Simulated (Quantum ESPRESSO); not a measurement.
PbS (Galena):

```
Pb S
1.0
     0.00000    2.96575    2.96575
     2.96575    0.00000    2.96575
     2.96575    2.96575    0.00000
Pb S
1 1
Direct
  0.00000 0.00000 0.00000
  0.50000 0.50000 0.50000
```

```yaml
Program: Quantum ESPRESSO 7.5
Task: phonons
Functional: PBE
Potentials_or_basis: PseudoDojo 0.4.1 SR PBE standard
Cutoff: 762 eV
Density_cutoff: 3048 eV
k_mesh: 4 × 4 × 4, shifted
Occupations: fermi-dirac, width 0.05 eV
Spin: no spin polarisation
Mixing_beta: 0.5
Most_SCF_iterations: 120
SCF_threshold: 4e-10 Ry
```

The first run showed a gap, so the response started from a second, tighter run with fixed occupations.

Question: What is the highest optical frequency at the zone centre, leaving out the macroscopic field of polar modes?

Answer: 86 cm⁻¹, a mode of symmetry T1u (IR).

Optical modes at Γ, degenerate ones joined, polar ones without the macroscopic field:
```csv
cm⁻¹,components,symmetry,active in,"IR intensity, summed ((D/Å)²/amu)"
86,3,T1u,IR,45.02
```
